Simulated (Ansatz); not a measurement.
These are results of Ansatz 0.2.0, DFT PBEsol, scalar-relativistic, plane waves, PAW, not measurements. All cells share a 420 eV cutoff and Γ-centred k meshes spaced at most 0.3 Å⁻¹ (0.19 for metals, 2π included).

Temperature and zero-point effects are left out. Only the structures computed here compete, so a lower one can exist. For metals, differences of a few meV/atom aren't resolved. Spin–orbit coupling is left out. No run is spin-polarised.

17 distinct structures were compared, and only named types are asked about.

Problem. Which is lower for Te, the beta-tin or the simple hexagonal structure, and by how much?

Solution. The simple hexagonal structure, by 14 meV/atom. It takes 29.5 Å³/atom against 30.7.

Problem. Which is lower for Te, the simple cubic or the beta-tin structure, and by how much?

Solution. The simple cubic structure, by 163 meV/atom. It takes 31.3 Å³/atom against 30.7.

Problem. Which is lower for Te, the trigonal selenium or the simple hexagonal structure, and by how much?

Solution. The trigonal selenium structure, by 177 meV/atom. It takes 32.0 Å³/atom against 29.5.